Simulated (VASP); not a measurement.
# LiH: how numerical settings change the zone-centre modes, part 2 of 2

Aim: test the modes of LiH against the numerical settings. The starting structure is a measured crystal structure from the Crystallography Open Database.

VASP 6.6.1.

Results so far: reference T1u 656.3 cm⁻¹.

The database entry behind the starting cell differs from later determinations by our own check (the deuteride, about 0.2 % short), so it need not match the best structure at ambient conditions.

## 3. Modes with a 7×7×7 mesh

Level of this step: LDA; plane waves and PAW (Li_sv, H) (VASP).

Against step 2 the input has a 7×7×7 mesh.

File INCAR:

```
SYSTEM = LiH
PREC = Accurate
ENCUT = 650
EDIFF = 1E-08
NELM = 100
ISMEAR = 0
SIGMA = 0.03
LREAL = .FALSE.
ALGO = Normal
GGA = CA
NBANDS = 8
LORBIT = 11
LWAVE = .FALSE.
LCHARG = .FALSE.
KPAR = 2
IBRION = 8
LEPSILON = .TRUE.
ISIF = 2
```

File POSCAR:

```
LiH
1.0
    0.0000000000      1.9507846635      1.9507846635
    1.9507846635      0.0000000000      1.9507846635
    1.9507846635      1.9507846635      0.0000000000
Li H
1 1
Direct
    0.0000000000      0.0000000000      0.0000000000
    0.5000000000      0.5000000000      0.5000000000
```

File KPOINTS:

```
Automatic mesh
0
Gamma
7 7 7
0 0 0
```

The projector-augmented-wave data sets are Li_sv and H (LDA family, release 64).

Run with:

```console
$ mpirun -np 2 vasp_std
```

Log:

```text
[... set-up lines as in an earlier step ...]
 entering main loop
       N       E                     dE             d eps       ncg     rms          rms(c)
DAV:   1    -0.229593106800E+01   -0.22959E+01   -0.17067E+03   328   0.551E+02
DAV:   3    -0.675497321733E+01   -0.49973E-01   -0.49973E-01   344   0.557E+00
DAV:   4    -0.675596521888E+01   -0.99200E-03   -0.99200E-03   480   0.486E-01
DAV:   5    -0.675597640822E+01   -0.11189E-04   -0.11189E-04   360   0.321E-02    0.286E+00
[...]
DAV:  10    -0.649600434284E+01    0.88506E-07   -0.37959E-06   432   0.170E-02    0.290E-03
DAV:  11    -0.649600438736E+01   -0.44519E-07   -0.66140E-08   480   0.140E-03    0.309E-04
DAV:  12    -0.649600439535E+01   -0.79891E-08   -0.21134E-09   360   0.406E-04
   1 F= -.64960044E+01 E0= -.64960044E+01  d E =-.203441E-33
 Linear response reoptimize wavefunctions to high precision
DAV:   1    -0.649600439452E+01    0.82298E-09   -0.25017E-09   440   0.216E-04
DAV:   2    -0.649600439453E+01   -0.60254E-11   -0.60342E-11   224   0.725E-05
 Linear response G [H, r] |phi>, progress :
  Direction:   1
[...]
force on displaced ion       1 direction 1 :  -1.384   0.000   0.000
 Born effective charge ion    1 direction 1 :   1.037   0.000   0.000
 Linear response progress:
  Degree of freedom:   2/  2
       N       E                     dE             d eps       ncg     rms          rms(c)
RMM:   1    -0.154708033105E-01   -0.15471E-01   -0.57628E-03  1356   0.588E-01
RMM:   2    -0.158376471022E-01   -0.36684E-03   -0.47237E-04  1279   0.951E-02    0.102E-01
RMM:   3    -0.162863588973E-01   -0.44871E-03   -0.65356E-05  1223   0.376E-02    0.595E-02
RMM:   4    -0.172541543724E-01   -0.96780E-03   -0.36903E-05  1165   0.339E-02    0.166E-03
RMM:   5    -0.172674635169E-01   -0.13309E-04   -0.16308E-06  1342   0.663E-03    0.897E-04
RMM:   6    -0.172648124807E-01    0.26510E-05   -0.14937E-07  1366   0.167E-03    0.831E-05
RMM:   7    -0.172648434191E-01   -0.30938E-07   -0.61427E-09  1402   0.384E-04    0.518E-05
RMM:   8    -0.172642553672E-01    0.58805E-06   -0.17072E-08  1428   0.126E-04    0.508E-06
RMM:   9    -0.172642574202E-01   -0.20530E-08   -0.45814E-08  1468   0.399E-05    0.340E-06
 first order change of Fermi-energy   0.22382E-01
 force on displaced ion       2 direction 1 :  -1.381   0.000   0.000
 Born effective charge ion    2 direction 1 :  -1.048   0.000   0.000
 Born effective charges drift removed
 Linear response finished
```

Elapsed: 76 s, on 2 MPI ranks of AMD EPYC 7R43, shared host; peak memory 0.22 GiB; 2.5 min of CPU time.

From OUTCAR (step 3):

```text
  Total       -0.0020821     -0.0020821     -0.0020821     -0.0000000     -0.0000000      0.0000000
  in kB       -0.2246708     -0.2246708     -0.2246708     -0.0000000     -0.0000000      0.0000000
  external PRESSURE =      -0.2246708 kB  Pullay stress =       0.0000000 kB

 POSITION                                       TOTAL-FORCE (eV/Angst)
 -----------------------------------------------------------------------------------
      0.00000      0.00000      0.00000        -0.000000     -0.000000     -0.000000
      1.95078      1.95078      1.95078         0.000000      0.000000      0.000000
 -----------------------------------------------------------------------------------
    total drift:                                0.000000     -0.000000     -0.000000

 MACROSCOPIC STATIC DIELECTRIC TENSOR (including local field effects in DFT)
 ------------------------------------------------------
           5.254658    -0.000000     0.000000
          -0.000000     5.254658     0.000000
          -0.000000    -0.000000     5.254658
 ------------------------------------------------------

 MACROSCOPIC STATIC DIELECTRIC TENSOR IONIC CONTRIBUTION
 ------------------------------------------------------
           9.573283     0.000000     0.000000
           0.000000     9.573283    -0.000000
           0.000000    -0.000000     9.573283
 ------------------------------------------------------

[... 1 part as in an earlier step ...]

[... 1 further part left out ...]
```

The log as kept lacks single lines of electronic cycles.

With a 7×7×7 mesh the mode is T1u 655.2 cm⁻¹, -1.1 cm⁻¹ from the reference.

## 4. Modes with a cutoff of 500 eV

Against step 2 the input has ENCUT = 500.

Changes to INCAR since step 3:

```diff
@@ -2,3 +2,3 @@
 PREC = Accurate
-ENCUT = 650
+ENCUT = 500
 EDIFF = 1E-08
```

POSCAR is that of step 3.

File KPOINTS:

```
Automatic mesh
0
Gamma
14 14 14
0 0 0
```

Run with:

```console
$ mpirun -np 2 vasp_std
```

Log:

```text
[... set-up lines as in an earlier step ...]
 entering main loop
       N       E                     dE             d eps       ncg     rms          rms(c)
DAV:   1    -0.352191846261E+01   -0.35219E+01   -0.15507E+03  1712   0.448E+02
DAV:   2    -0.672711738054E+01   -0.32052E+01   -0.32052E+01  2368   0.445E+01
DAV:   3    -0.675580099480E+01   -0.28684E-01   -0.28684E-01  1984   0.398E+00
DAV:   4    -0.675600209861E+01   -0.20110E-03   -0.20110E-03  2672   0.254E-01
[...]
DAV:  11    -0.649626058709E+01   -0.10501E-06   -0.63825E-08  2736   0.130E-03    0.345E-04
DAV:  12    -0.649626064920E+01   -0.62106E-07   -0.17150E-09  1568   0.362E-04    0.284E-04
DAV:  13    -0.649626065158E+01   -0.23832E-08   -0.18008E-09  1104   0.197E-04
   1 F= -.64962607E+01 E0= -.64962607E+01  d E =-.174760E-39
 Linear response reoptimize wavefunctions to high precision
DAV:   1    -0.649626064908E+01    0.25061E-08   -0.23228E-10  1512   0.114E-04
DAV:   2    -0.649626064908E+01   -0.17621E-11   -0.17811E-11  1024   0.289E-05
 Linear response G [H, r] |phi>, progress :
  Direction:   1
[...]
RMM:   9    -0.175191228588E+00   -0.84614E-08   -0.36196E-08  9861   0.205E-04    0.367E-06
 first order change of Fermi-energy  -0.17425E-03
 force on displaced ion       1 direction 1 :  -1.370   0.000   0.000
 Born effective charge ion    1 direction 1 :   1.026   0.000   0.000
 Linear response progress:
  Degree of freedom:   2/  2
       N       E                     dE             d eps       ncg     rms          rms(c)
RMM:   1    -0.154401346329E-01   -0.15440E-01   -0.53983E-03  8525   0.572E-01
RMM:   2    -0.158276851201E-01   -0.38755E-03   -0.47315E-04  8015   0.944E-02    0.101E-01
RMM:   3    -0.162725740167E-01   -0.44489E-03   -0.59507E-05  7877   0.364E-02    0.591E-02
RMM:   4    -0.172364981480E-01   -0.96392E-03   -0.35970E-05  7269   0.335E-02    0.164E-03
[...]
RMM:   9    -0.172454604065E-01    0.21948E-07   -0.63995E-08  9346   0.455E-05    0.396E-06
RMM:  10    -0.172453905997E-01    0.69807E-07   -0.44150E-08  9298   0.217E-05    0.215E-07
RMM:  11    -0.172453918737E-01   -0.12741E-08   -0.20778E-08  8519   0.136E-05    0.203E-07
 first order change of Fermi-energy   0.30022E-03
 force on displaced ion       2 direction 1 :  -1.379   0.000   0.000
 Born effective charge ion    2 direction 1 :  -1.026   0.000   0.000
 Born effective charges drift removed
 Linear response finished
```

The job ended after 3.6 min (2 MPI ranks; peak memory 0.31 GiB).

OUTCAR, selected parts (step 4):

```text
  Total       -0.0158403     -0.0158403     -0.0158403      0.0000000      0.0000000      0.0000000
  in kB       -1.7092878     -1.7092878     -1.7092878      0.0000000      0.0000000      0.0000000
  external PRESSURE =      -1.7092878 kB  Pullay stress =       0.0000000 kB

 MACROSCOPIC STATIC DIELECTRIC TENSOR (including local field effects in DFT)
 ------------------------------------------------------
           5.021112    -0.000000     0.000000
          -0.000000     5.021112    -0.000000
          -0.000000    -0.000000     5.021112
 ------------------------------------------------------

 MACROSCOPIC STATIC DIELECTRIC TENSOR IONIC CONTRIBUTION
 ------------------------------------------------------
           9.328757     0.000000    -0.000000
           0.000000     9.328757     0.000000
          -0.000000     0.000000     9.328757
 ------------------------------------------------------

[... 2 parts as in an earlier step ...]

[... 1 further part left out ...]
```

With a cutoff of 500 eV the mode is T1u 654.4 cm⁻¹, -1.9 cm⁻¹ from the reference.

## 5. Modes with an 18×18×18 mesh

Against step 2 the input has an 18×18×18 mesh.

Changes to INCAR since step 4:

```diff
@@ -2,3 +2,3 @@
 PREC = Accurate
-ENCUT = 500
+ENCUT = 650
 EDIFF = 1E-08
```

POSCAR is that of step 4.

File KPOINTS:

```
Automatic mesh
0
Gamma
18 18 18
0 0 0
```

Run with:

```console
$ mpirun -np 2 vasp_std
```

Log:

```text
[... set-up lines as in an earlier step ...]
 entering main loop
       N       E                     dE             d eps       ncg     rms          rms(c)
DAV:   1    -0.277698015185E+01   -0.27770E+01   -0.17099E+03  3128   0.530E+02
DAV:   2    -0.671784619834E+01   -0.39409E+01   -0.39095E+01  4448   0.503E+01
DAV:   3    -0.675572929468E+01   -0.37883E-01   -0.37883E-01  3584   0.508E+00
DAV:   4    -0.675598619608E+01   -0.25690E-03   -0.25690E-03  4960   0.311E-01
[...]
DAV:  10    -0.649623136203E+01    0.15000E-06   -0.41003E-06  3760   0.170E-02    0.275E-03
DAV:  11    -0.649623141365E+01   -0.51623E-07   -0.75223E-08  4928   0.153E-03    0.318E-04
DAV:  12    -0.649623142086E+01   -0.72141E-08   -0.24278E-09  3112   0.410E-04
   1 F= -.64962314E+01 E0= -.64962314E+01  d E =-.311650E-41
 Linear response reoptimize wavefunctions to high precision
DAV:   1    -0.649623142137E+01   -0.50511E-09   -0.23002E-09  4440   0.226E-04
DAV:   2    -0.649623142137E+01   -0.43769E-11   -0.43574E-11  2000   0.593E-05
 Linear response G [H, r] |phi>, progress :
  Direction:   1
[...]
RMM:  12    -0.176041406552E+00   -0.26860E-08   -0.61066E-09 15415   0.384E-05    0.119E-07
 first order change of Fermi-energy  -0.17939E-03
 force on displaced ion       1 direction 1 :  -1.389   0.000   0.000
 Born effective charge ion    1 direction 1 :   1.025   0.000   0.000
 Linear response progress:
  Degree of freedom:   2/  2
       N       E                     dE             d eps       ncg     rms          rms(c)
RMM:   1    -0.154644526836E-01   -0.15464E-01   -0.57080E-03 17026   0.588E-01
RMM:   2    -0.158338166696E-01   -0.36936E-03   -0.47248E-04 15978   0.961E-02    0.102E-01
RMM:   3    -0.162813189858E-01   -0.44750E-03   -0.62307E-05 15780   0.371E-02    0.595E-02
RMM:   4    -0.172490267266E-01   -0.96771E-03   -0.36544E-05 14705   0.339E-02    0.166E-03
[...]
RMM:   9    -0.172581977947E-01    0.15488E-07   -0.47668E-08 18544   0.421E-05    0.391E-06
RMM:  10    -0.172581277707E-01    0.70024E-07   -0.45449E-08 18456   0.162E-05    0.228E-07
RMM:  11    -0.172581300723E-01   -0.23016E-08   -0.19195E-08 17062   0.702E-06    0.200E-07
 first order change of Fermi-energy   0.30707E-03
 force on displaced ion       2 direction 1 :  -1.386   0.000   0.000
 Born effective charge ion    2 direction 1 :  -1.025   0.000   0.000
 Born effective charges drift removed
 Linear response finished
```

Run time: 11 min. Hardware: 2 MPI ranks; peak memory 0.55 GiB; 23 min of CPU time.

OUTCAR, selected parts (step 5):

```text
  Total       -0.0033442     -0.0033442     -0.0033442     -0.0000000     -0.0000000     -0.0000000
  in kB       -0.3608677     -0.3608677     -0.3608677     -0.0000000     -0.0000000     -0.0000000
  external PRESSURE =      -0.3608677 kB  Pullay stress =       0.0000000 kB

 POSITION                                       TOTAL-FORCE (eV/Angst)
 -----------------------------------------------------------------------------------
      0.00000      0.00000      0.00000         0.000000     -0.000000     -0.000000
      1.95078      1.95078      1.95078        -0.000000      0.000000      0.000000
 -----------------------------------------------------------------------------------
    total drift:                                0.000000     -0.000000     -0.000000

 MACROSCOPIC STATIC DIELECTRIC TENSOR (including local field effects in DFT)
 ------------------------------------------------------
           5.010111    -0.000000     0.000000
          -0.000000     5.010111    -0.000000
          -0.000000    -0.000000     5.010111
 ------------------------------------------------------

 MACROSCOPIC STATIC DIELECTRIC TENSOR IONIC CONTRIBUTION
 ------------------------------------------------------
           9.226324    -0.000000     0.000000
          -0.000000     9.226324     0.000000
           0.000000     0.000000     9.226324
 ------------------------------------------------------

[... 1 part as in an earlier step ...]

[... 1 further part left out ...]
```

With an 18×18×18 mesh the mode is T1u 656.3 cm⁻¹, as with the reference.

## 6. Modes with finite displacements

Against step 2 the input has IBRION = 6, NFREE = 2, POTIM = 0.015 and no LEPSILON (also changed: NSW).

Changes to INCAR since step 5:

```diff
@@ -15,4 +15,6 @@
 KPAR = 2
-IBRION = 8
-LEPSILON = .TRUE.
+IBRION = 6
+NFREE = 2
+POTIM = 0.015
+NSW = 1
 ISIF = 2
```

POSCAR is that of step 5.

File KPOINTS:

```
Automatic mesh
0
Gamma
14 14 14
0 0 0
```

Run with:

```console
$ mpirun -np 2 vasp_std
```

Log:

```text
[... set-up lines as in an earlier step ...]
 entering main loop
       N       E                     dE             d eps       ncg     rms          rms(c)
[... 12 cycles as in an earlier step ...]
   1 F= -.64962413E+01 E0= -.64962413E+01  d E =-.668202E-41
[...]
2 F= -.64960845E+01 E0= -.64960845E+01  d E =-.401240E-41
[...]
3 F= -.64960845E+01 E0= -.64960845E+01  d E =-.394196E-41
[...]
4 F= -.64960852E+01 E0= -.64960852E+01  d E =-.404702E-41
[...]
5 F= -.64960852E+01 E0= -.64960852E+01  d E =-.401967E-41
 Finite differences progress:
  Degree of freedom:   2/  2
  Displacement:        2/  2
  Total:               4/  4
```

Run time: 43 s. Hardware: 2 MPI ranks; peak memory 0.27 GiB; 83 s of CPU time.

From OUTCAR (step 6):

```text
  Total       -0.0013880     -0.0038716     -0.0038716      0.0000000     -0.0000000      0.0000000
  in kB       -0.1497747     -0.4177736     -0.4177736      0.0000000     -0.0000000      0.0000000
  external PRESSURE =      -0.3284406 kB  Pullay stress =       0.0000000 kB

 POSITION                                       TOTAL-FORCE (eV/Angst)
 -----------------------------------------------------------------------------------
      0.00000      0.00000      0.00000        -0.020816      0.000000      0.000000
      1.93578      1.95078      1.95078         0.020816      0.000000      0.000000
 -----------------------------------------------------------------------------------
    total drift:                                0.000031     -0.000000     -0.000000

  FREE ENERGIE OF THE ION-ELECTRON SYSTEM (eV)
  ---------------------------------------------------
  free  energy   TOTEN  =        -6.4960852362 eV

  energy  without entropy=       -6.4960852362  energy(sigma->0) =       -6.49608524

[... 2 parts as in an earlier step ...]

[... 1 further part left out ...]
[key lines of the parts left out:]
E-fermi :   0.8896
```

The last energy, forces and stress in OUTCAR belong to the last displaced cell, not to that of POSCAR.

With finite displacements the mode is T1u 656.7 cm⁻¹, +0.4 cm⁻¹ from the reference.

## 7. The runs compared

| run | T1u | method | core minutes |
| --- | --- | --- | --- |
| reference | 656.3 | perturbation theory | 8.07 |
| a 7×7×7 mesh | 655.2 | perturbation theory | 2.53 |
| a cutoff of 500 eV | 654.4 | perturbation theory | 7.14 |
| an 18×18×18 mesh | 656.3 | perturbation theory | 22.7 |
| finite displacements | 656.7 | finite displacements | 1.43 |

Modes are in cm⁻¹, degenerate ones as one, matched between runs by symmetry and order. A number in brackets counts the listed modes of one symmetry from the lowest. The symmetry labels come from an automatic analysis and can be wrong where levels nearly coincide. Core minutes are wall time times ranks of the run shown, on a shared host.

## 8. Outcome

```
T1u, reference            : 656.3 cm⁻¹
T1u, a 7×7×7 mesh         : 655.2 cm⁻¹
T1u, a cutoff of 500 eV   : 654.4 cm⁻¹
T1u, an 18×18×18 mesh     : 656.3 cm⁻¹
T1u, finite displacements : 656.7 cm⁻¹
```

**Reading.** The largest change comes with a cutoff of 500 eV: -1.9 cm⁻¹ in T1u. On finer settings the modes change by less than 0.1 cm⁻¹ with an 18×18×18 mesh. Other changes move the modes by more: -1.1 cm⁻¹ in T1u with a 7×7×7 mesh, -1.9 cm⁻¹ in T1u with a cutoff of 500 eV and +0.4 cm⁻¹ in T1u with finite displacements. The dielectric constants and Born charges in the logs aren't compared here; at a small gap they can be far off, and in a run without a gap they mean nothing. The frequencies are harmonic, and the splitting of polar modes by their long-range field is left out. Further runs on this material are not shown.

[Lines on the potential files, build, host, timing and source positions are cut from VASP's logs without a mark.]

[Logs are printed without paths, hosts, clocks, repeated set-up lines and the standing remarks that a program may print on its own settings, such as how far it seeks lower states.]

[Hosts, paths, dates, database ids (printed as entryN), source tags and the programs' standing remarks are cut or masked in the printed files.]
